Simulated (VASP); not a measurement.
# NCH5 in VASP: relaxation of the atoms with PBE+D3(BJ)

Aim: the relaxation of the atoms of NCH5 with PBE+D3(BJ).

Everything below comes from runs of VASP 6.6.1. Logs are shortened: lines on timing, memory, paths and dates and some standing lists are left out, and cuts for length are marked.

**1. The structure**

The cell holds a molecule in a box, 7 atoms: a = 13.106 Å, b = 13.606 Å, c = 14.106 Å, α = 90.00°, β = 90.00°, γ = 90.00°.

**2. Relaxation of the atoms, PBE+D3(BJ)**

INCAR

```
ALGO = Normal ; EDIFF = 1E-6
EDIFFG = -0.03 ; ENCUT = 400
GGA = PE ; IBRION = 2
ISIF = 2 ; ISMEAR = 0
ISYM = 0 ; IVDW = 12
LASPH = T ; LCHARG = F
LREAL = F ; LWAVE = F
NELM = 100 ; NSW = 120
PREC = Accurate ; SIGMA = 0.01
```

KPOINTS

```
k-points
0
Gamma
  1 1 1
```

POSCAR

```
H5CN
1.0
   13.1061477206      0.0000000000      0.0000000000
    0.0000000000     13.6061477206      0.0000000000
    0.0000000000      0.0000000000     14.1061477206
N C H
1 1 5
Selective dynamics
Direct
    0.5202229065      0.4891563671      0.5595825945  F F F
    0.4916618736      0.4980684266      0.4604667967  T T T
    0.5751421139      0.5389279044      0.5759031202  T T T
    0.4591843999      0.5030520018      0.6017585760  T T T
    0.4332054597      0.4434741280      0.4448943684  T T T
    0.4622086108      0.5708333785      0.4403885863  T T T
    0.5583746356      0.4822114596      0.4170059580  T T T
```

Potentials or basis: VASP PAW PBE potentials, release 64 (N, C, H).

On the command line:

```sh
> cat potpaw_PBE.64/N/POTCAR potpaw_PBE.64/C/POTCAR potpaw_PBE.64/H/POTCAR > POTCAR
> mpirun -np 1 vasp_gam > vasp.out
```

OUTCAR:

```text
EDIFF = 1E-6
   EDIFFG = -0.03
   ENCUT = 400
   GGA = PE
   IBRION = 2
   ISIF = 2
   ISMEAR = 0
   ISYM = 0
   IVDW = 12
   LASPH = T
   LREAL = F
   NELM = 100
   NSW = 120
   PREC = Accurate
 IVDW          = 12

 ion  position               nearest neighbor table
   1  0.520  0.489  0.560-   4 1.01   3 1.01   2 1.45
   2  0.492  0.498  0.460-   7 1.09   5 1.09   6 1.10   1 1.45
   3  0.575  0.539  0.576-   1 1.01
   4  0.459  0.503  0.602-   1 1.01
   5  0.433  0.443  0.445-   2 1.09
   6  0.462  0.571  0.440-   2 1.10
   7  0.558  0.482  0.417-   2 1.09

IMPORTANT INFORMATION: All symmetrisations will be switched off!
NOSYMM: (Re-)initialisation of all symmetry stuff for point group C_1.

----------------------------------------------------------------------------------------

                                     Primitive cell

  volume of cell :    2515.4673

  direct lattice vectors                    reciprocal lattice vectors
    13.106147721  0.000000000  0.000000000     0.076300071  0.000000000  0.000000000
     0.000000000 13.606147721  0.000000000     0.000000000  0.073496189  0.000000000
     0.000000000  0.000000000 14.106147721     0.000000000  0.000000000  0.070891077

  length of vectors
    13.106147721 13.606147721 14.106147721     0.076300071  0.073496189  0.070891077

  position of ions in fractional coordinates (direct lattice)
     0.520222907  0.489156367  0.559582595
     0.491661874  0.498068427  0.460466797
     0.575142114  0.538927904  0.575903120
     0.459184400  0.503052002  0.601758576
     0.433205460  0.443474128  0.444894368
     0.462208611  0.570833378  0.440388586
     0.558374636  0.482211460  0.417005958

  ion indices of the primitive-cell ions
   primitive index   ion index
                 1           1
                 2           2
                 3           3
                 4           4
                 5           5
                 6           6
                 7           7

----------------------------------------------------------------------------------------

 KPOINTS: k-points

Automatic generation of k-mesh.
 Grid dimensions read from file:
 generate k-points for:    1    1    1

 Generating k-lattice:

  Cartesian coordinates                     Fractional coordinates (reciprocal lattice)
     0.076300071  0.000000000  0.000000000     1.000000000  0.000000000  0.000000000
     0.000000000  0.073496189  0.000000000     0.000000000  1.000000000  0.000000000
     0.000000000  0.000000000  0.070891077     0.000000000  0.000000000  1.000000000

  Length of vectors
     0.076300071  0.073496189  0.070891077

  Shift w.r.t. Gamma in fractional coordinates (k-lattice)
     0.000000000  0.000000000  0.000000000

 Subroutine IBZKPT returns following result:
 ===========================================

 Found      1 irreducible k-points:

 Following reciprocal coordinates:
            Coordinates               Weight
  0.000000  0.000000  0.000000      1.000000
   k-points           NKPTS =      1   k-points in BZ     NKDIM =      1   number of bands    NBANDS=     11
   number of dos      NEDOS =    301   number of ions     NIONS =      7
   total plane-waves  NPLWV = 777600
   dimension x,y,z NGX =    90 NGY =   90 NGZ =   96
   dimension x,y,z NGXF=   180 NGYF=  180 NGZF=  192
   ions per type =               1   1   5
   NGX,Y,Z   is equivalent  to a cutoff of  11.42, 11.00, 11.31 a.u.
   NGXF,Y,Z  is equivalent  to a cutoff of  22.83, 21.99, 22.63 a.u.
 SYSTEM =  unknown system
   PREC   = accura    normal or accurate (medium, high low for compatibility)
   ISTART =      0    job   : 0-new  1-cont  2-samecut
   ICHARG =      2    charge: 1-file 2-atom 10-const
   ISPIN  =      1    spin polarized calculation?
   LNONCOLLINEAR =      F non collinear calculations
   LSORBIT =      F    spin-orbit coupling
   LASPH  =      T    aspherical Exc in radial PAW
   ENCUT  =  400.0 eV  29.40 Ry    5.42 a.u.  21.37 22.19 23.00*2*pi/ulx,y,z
   NELM   =    100;   NELMIN=  2; NELMDL= -5     # of ELM steps
   EDIFF  = 0.1E-05   stopping-criterion for ELM
   LREAL  =      F    real-space projection
   EDIFFG = -.3E-01   stopping-criterion for IOM
   NSW    =    120    number of steps for IOM
   IBRION =      2    ionic relax: 0-MD 1-quasi-New 2-CG
   NFREE  =      1    steps in history (QN), initial steepest desc. (CG)
   ISIF   =      2    stress and relaxation
   ISYM   =      0    0-nonsym 1-usesym 2-fastsym
   POTIM  = 0.5000    time-step for ionic-motion
   TEBEG  =    0.0;   TEEND  =   0.0 temperature during run
   PSTRESS=    0.0 pullay stress
   NELECT =      14.0000    total number of electrons
   NUPDOWN=      -1.0000    fix difference up-down
   EMIN   =  10.00;   EMAX   =-10.00  energy-range for DOS
   EFERMI =   0.00;   METHOD = LEGACY
   ISMEAR =     0;   SIGMA  =   0.01  broadening in eV -4-tet -1-fermi 0-gaus
   EFERMI_NEDOS =   21; number of points for ismear=-14 and -15
   IALGO  =     38    algorithm
   IMIX   =      4    mixing-type and parameters
     AMIX     =   0.40;   BMIX     =  1.00
     AMIX_MAG =   1.60;   BMIX_MAG =  1.00
  volume/ion in A,a.u.               =     359.35      2425.03
  Fermi-wavevector in a.u.,A,eV,Ry     =   0.290120  0.548248  1.145199  0.084170
  Thomas-Fermi vector in A             =   1.148531
   LORBIT       =      0    0 simple, 1 ext, 2 COOP (PROOUT), +10 PAW based schemes
   GGA     = PE    functional components
   LHFCALC =     F    Hartree Fock is set to
   AEXX    =    0.0000 exact exchange contribution
   IVDW    =    12    specifies the selected vdW correction
   LEPSILON=     F    determine dielectric tensor
   LRPA    =     F    only Hartree local field effects (RPA)
 conjugate gradient relaxation of ions
 non-spin polarized calculation
 Gauss-broadening in eV      SIGMA  =   0.01
  energy-cutoff  :      400.00
  volume of cell :     2515.47
 maximum number of plane-waves:     22861
 NGX is ok and might be reduce to    90
   NGX = 43   NGY = 45   NGZ = 47

--------------------------------------- Ionic step        1  -------------------------------------------

 number of electron      14.0000002 magnetization

 Free energy of the ion-electron system (eV)
  ---------------------------------------------------
  ext. energy  EPLUGINS =         0.00000000
  ---------------------------------------------------
  free energy    TOTEN  =       -35.64108144 eV

  energy without entropy =      -35.64108144  energy(sigma->0) =      -35.64108144

------------------------ aborting loop because EDIFF is reached ----------------------------------------

 Edisp (eV)   -0.07281

 E8    (eV) :    -0.0188

  FORCE on cell =-STRESS in cart. coord.  units (eV):
  Direction    XX          YY          ZZ          XY          YZ          ZX
  --------------------------------------------------------------------------------------
  -------------------------------------------------------------------------------------
  Total      -0.28893    -0.52759     0.41998     0.10381     0.12617     0.13166
  in kB      -0.18403    -0.33604     0.26750     0.06612     0.08036     0.08386
  external pressure =       -0.08 kB  Pullay stress =        0.00 kB
[... 112 lines left out ...]
  FREE ENERGIE OF THE ION-ELECTRON SYSTEM (eV)
  ---------------------------------------------------
  free  energy   TOTEN  =       -35.7218217974 eV

  energy  without entropy=      -35.7218217974  energy(sigma->0) =      -35.72182180

[... ionic steps 4 to 8 ...]

--------------------------------------- Ionic step        9  -------------------------------------------

 number of electron      14.0000004 magnetization

------------------------ aborting loop because EDIFF is reached ----------------------------------------

 Edisp (eV)   -0.07251

 E8    (eV) :    -0.0187
[... 79 lines left out ...]
  energy  without entropy=      -35.7285737136  energy(sigma->0) =      -35.72857371

--------------------------------------- Ionic step       11  -------------------------------------------

 number of electron      14.0000004 magnetization

 Free energy of the ion-electron system (eV)
  ---------------------------------------------------
  ext. energy  EPLUGINS =         0.00000000
  ---------------------------------------------------
  free energy    TOTEN  =       -35.65610511 eV

  energy without entropy =      -35.65610511  energy(sigma->0) =      -35.65610511

 E-fermi :  -5.2673     XC(G=0):  -0.4092

 val. band max:       -5.3238566168   @ k =   0.0000   0.0000   0.0000
 cond. band min:      -0.5903538602   @ k =   0.0000   0.0000   0.0000
 fundamental gap:      4.7335027566
 Fermi energy:        -5.2672502248

 k-point     1 :       0.0000    0.0000    0.0000
  band No.  band energies     occupation
      1     -21.6304      2.00000
      2     -16.0871      2.00000
      3     -11.8512      2.00000
      4     -10.6416      2.00000
      5      -9.6377      2.00000
      6      -8.6813      2.00000
      7      -5.3239      2.00000
      8      -0.5904      0.00000
      9       0.0633      0.00000
     10       0.3327      0.00000
     11       0.3951      0.00000
[... 36 lines left out ...]
  FREE ENERGIE OF THE ION-ELECTRON SYSTEM (eV)
  ---------------------------------------------------
  free  energy   TOTEN  =       -35.7286074375 eV

  energy  without entropy=      -35.7286074375  energy(sigma->0) =      -35.72860744

 reached required accuracy - stopping structural energy minimisation
```

Run time: 14 min. Hardware: 1 thread of Intel Xeon Platinum 8559C (Emerald Rapids), shared host; peak memory 1.5 GiB.

Results:

- Free energy: -35.7286 eV
- Energy gained by relaxing: 2.1 meV/atom
- Ionic steps: 11
- Gap between the frontier levels: 4.73 eV
- Dispersion energy per atom: -0.010 eV

The path:
```csv
step,energy change (eV),largest force (eV/Å),pressure (GPa)
1,0.0000,0.3757,-0.01
2,-0.0042,0.6710,-0.07
3,-0.0079,0.4624,-0.04
4,-0.0112,0.2604,-0.06
5,-0.0112,0.2805,-0.06
6,-0.0132,0.2100,-0.06
7,-0.0133,0.1579,-0.06
8,-0.0144,0.0847,-0.06
9,-0.0144,0.0846,-0.06
10,-0.0147,0.0920,-0.06
11,-0.0147,0.0824,-0.06
```

Final structure:
```
N C H
1.0
    13.10615    0.00000    0.00000
     0.00000   13.60615    0.00000
     0.00000    0.00000   14.10615
N C H
1 1 5
Direct
  0.52022 0.48916 0.55958
  0.49131 0.49850 0.45969
  0.57514 0.53942 0.57695
  0.45936 0.50360 0.60276
  0.43280 0.44324 0.44296
  0.46150 0.57134 0.43828
  0.55794 0.48197 0.41508
```

Levels at points of the mesh, in eV from the valence-band top:
```csv
k point,band 3,band 4,band 5,band 6,band 7,band 8,band 9,band 10,band 11
"(0.00, 0.00, 0.00)",-6.53,-5.32,-4.31,-3.36,0.00,4.73,5.39,5.66,5.72
```

Caveat: the cutoff is under 1.25 times the usual one of these potentials, so pressure, stress and relaxed cells hold a basis-set (Pulay) error. Expect the measured gap to be larger: semilocal functionals such as PBE lack the derivative discontinuity.
